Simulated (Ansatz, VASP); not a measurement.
**Mg2GeN2: VASP beside Ansatz**

```
Mg Ge N
1.0
    -1.55617    1.55617    6.19394
     1.55617   -1.55617    6.19394
     1.55617    1.55617   -6.19394
Mg Ge N
2 1 2
Direct
  0.33259 0.33259 0.00000
  0.66741 0.66741 0.00000
  0.00000 0.00000 0.00000
  0.15385 0.15385 0.00000
  0.84615 0.84615 0.00000
```

Alike in both runs: functional PBE; k mesh 5 × 5 × 5; occupations gaussian, width 0.15 eV; no spin polarisation.

Ansatz relaxed the structure, and its values are those at the end. VASP's run is a single point on that final structure, the one shown.

```csv
,VASP,Ansatz
version,VASP 6.6.1,Ansatz 0.2.0
potentials or method,"VASP PAW PBE potentials, release 64 (Mg, Ge_d, N)","scalar-relativistic, plane waves, PAW"
plane-wave cutoff (eV),520,420
valence electrons in the cell,28,44
```

```csv
,VASP,Ansatz,Ansatz less VASP
gap on the k mesh at the Fermi level (eV),none,none,-
pressure (GPa),-0.7,-0.3,+0.41
rms of the force components (eV/Å),0.008,0.009,+0.0010
```

A gap of «none» marks a metal or a gap that the smearing closes. The two sets of potentials don't hold the same shells in valence.

Caveats: the k mesh is coarse (spacing up to 0.57 Å⁻¹), so the values aren't converged.
